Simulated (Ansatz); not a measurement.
# Cd2HgTe3: the cost of one run

Method: DFT PBE, scalar-relativistic, plane waves, PAW, in Ansatz 0.2.0.

## (1) The system as given

The structure is tetragonal, space group I4/mmm (No. 139). The conventional cell has a = 4.384 Å, b = 4.384 Å, c = 18.600 Å, α = 90.00°, β = 90.00°, γ = 90.00°. Cd (site symmetry 4mm) is surrounded by 6 Te at 3.10 Å. Hg (site symmetry 4/mmm) is surrounded by 6 Te at 3.10 Å. Around Te (site symmetry 4/mmm) lie 4 Hg at 3.10 Å and 2 Cd at 3.10 Å. Around Te (site symmetry 4mm) lie 5 Cd at 3.10 Å and 1 Hg at 3.10 Å.

Coordinates:

```
CELL_PARAMETERS angstrom
-2.19199 2.19199 9.29981
2.19199 -2.19199 9.29981
2.19199 2.19199 -9.29981
ATOMIC_POSITIONS crystal
Cd 0.83333 0.83333 0.00000
Cd 0.16667 0.16667 0.00000
Hg 0.50000 0.50000 0.00000
Te 0.00000 0.00000 0.00000
Te 0.66667 0.66667 0.00000
Te 0.33333 0.33333 0.00000
```

The start is an ordering of an alloy on its end members' structure types: elements ordered on the sites of the HgTe type, Cd/Hg on Hg (I4/mmm, No. 139).

## (2) A first look at the guess

input.yaml

```yaml
crystal:
  lattice:
    - [-2.19198731, 2.19198731, 9.29981454]
    - [2.19198731, -2.19198731, 9.29981454]
    - [2.19198731, 2.19198731, -9.29981454]
  atoms:
    - { symbol: Cd, position: [0.83333333, 0.83333333, 0.0] }
    - { symbol: Cd, position: [0.16666667, 0.16666667, 0.0] }
    - { symbol: Hg, position: [0.5, 0.5, 0.0] }
    - { symbol: Te, position: [0.0, 0.0, 0.0] }
    - { symbol: Te, position: [0.66666667, 0.66666667, 0.0] }
    - { symbol: Te, position: [0.33333333, 0.33333333, 0.0] }
basis:
  ecutwfc: 420
kpoints:
  mp_grid: { grid: [6, 6, 6] }
hamiltonian:
  xc: pbe
scf:
  occupations: { method: gaussian, width: 0.1 }
  lower_state_search: "off"
output:
  forces: true
  stress: true
  eigenvalues: true
```

Launch:

```
> ansatz run input.yaml --threads 1 --pin off --max-ram 2560MiB --backend cpu --events-out ev --progress --plain --runs-dir out
```

Q: Estimate wall time and peak memory on 1 thread of Intel Xeon at 2.50GHz (Skylake/Cascade Lake), shared host.

About 41 s, with a peak of 0.6 GiB.
